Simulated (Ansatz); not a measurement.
# Al: the change of pressure with volume scale

All results are calculated (Ansatz 0.2.0). Periodic Kohn-Sham DFT of a crystal at fixed atoms, scaled to volume_scale times the given cell; pressure positive in compression, energy less spherical unpolarised free atoms, largest_vzz the field gradient of largest size among the nuclei.

The cell before it is scaled or strained (space group Fm-3m, No. 225):
```
cell vectors (Å)
   0.0000     2.0240     2.0240
   2.0240     0.0000     2.0240
   2.0240     2.0240     0.0000
atoms (fractions of the cell vectors)
Al  0.00000  0.00000  0.00000
```

Settings of every row: method frozen-core PAW; functional PBE; relativity scalar; k mesh 14x14x14; filling fermi-dirac; smearing width 0.05 eV; wave cutoff 420 eV; paw set soft_2.

Atom start moment: 0 on all atoms.

| row | volume scale | V (Å³/atom) | pressure (GPa) |
| --- | --- | --- | --- |
| 1 | 0.94 | 15.588 | 4.726 |
| 2 | 0.96 | 15.92 | 2.754 |
| 3 | 0.98 | 16.251 | ? |
| 4 | 0.99 | 16.417 | 0.165 |
| 5 | 1 | 16.582 | -0.607 |
| 6 | 1.01 | 16.749 | -1.337 |
| 7 | 1.02 | 16.915 | -2.022 |
| 8 | 1.04 | 17.246 | -3.266 |
| 9 | 1.06 | 17.578 | -4.357 |

Question: what pressure should row 3 give?

Worked fit of pressure. Take u = (V_r/V)^(2/3) − 1 with V_r = 16.666 Å³ an atom, which is twice the finite (Eulerian) strain; such expansions in the strain, on which the Birch-Murnaghan equation of state is built, carry the rest volume and the bulk modulus. The shown rows have u = 0.04559, 0.031, 0.01009, 0.00337, -0.00331, -0.00984, -0.02255, -0.03489. Least squares give pressure = −0.9782 + 109.696 × u + 355.65 × u² − 376 × u³ GPa; a parabola predicts inner rows, each left out in turn, worse (root mean square 0.0061 against 0.0019 GPa). The rows lie off it by 0.000, 0.001, 0.001, -0.003, 0.000, 0.001, 0.001, 0.000. The pressure vanishes at u = 0.0087, or V = 16.45 Å³ an atom, and there the bulk modulus at fixed shape and fractions is B = −V dP/dV = (2/3)(1 + u) dP/du = 77.9 GPa. The withheld row has u = 0.01695, so the fit gives −0.9782 + 109.696 × (0.01695) + 355.65 × (0.01695)² − 376 × (0.01695)³ = 0.981 GPa.

The calculation gave 0.982 GPa. The fit lies 0.001 GPa (0.011 % of the column's range) below it, one unit of the last digit.
